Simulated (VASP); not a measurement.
Input of a VASP 6.6.1 run:

INCAR

```
PREC = Accurate
ENCUT = 600
EDIFF = 1E-6
ISMEAR = -1
SIGMA = 0.05
LREAL = F
LASPH = T
NELM = 60
ALGO = Normal
ISIF = 3
LWAVE = F
LCHARG = F
GGA = PS
IBRION = 2
NSW = 60
EDIFFG = -0.005
```

Contents of KPOINTS:

```
Automatic mesh
0
Gamma
  6 6 6
```

File POSCAR:

```
MgB2
1.0
    0.0000000000      2.9936400000      2.9936400000
    2.9936400000      0.0000000000      2.9936400000
    2.9936400000      2.9936400000      0.0000000000
Mg B
2 4
Direct
    0.0000000000      0.0000000000      0.0000000000
    0.2500000000      0.2500000000      0.2500000000
    0.6250000000      0.1250000000      0.6250000000
    0.6250000000      0.6250000000      0.1250000000
    0.1250000000      0.6250000000      0.6250000000
    0.6250000000      0.6250000000      0.6250000000
```

Potentials or basis: VASP PAW PBE potentials, release 64 (Mg, B).

Command:

```console
$ cat potpaw_PBE.64/Mg/POTCAR potpaw_PBE.64/B/POTCAR > POTCAR
$ mpirun -np 1 vasp_std > vasp.out
```

**Question.** Estimate the relaxed volume.

**Answer.** 8.77 Å³/atom.

**Question.** Predict the band gap on the k mesh.

**Answer.** None (metal or under the smearing width).

Step by step:
| step | energy change (eV) | largest force (eV/Å) | pressure (GPa) | volume (Å³) |
| --- | --- | --- | --- | --- |
| 1 | 0.0000 | 0.0000 | -2.96 | 53.66 |
| 2 | -0.0094 | 0.0000 | 0.66 | 52.39 |
| 3 | -0.0099 | 0.0000 | 0.00 | 52.61 |

Caveat: the PAW data sets were made with another functional, which shifts forces and pressure a little.
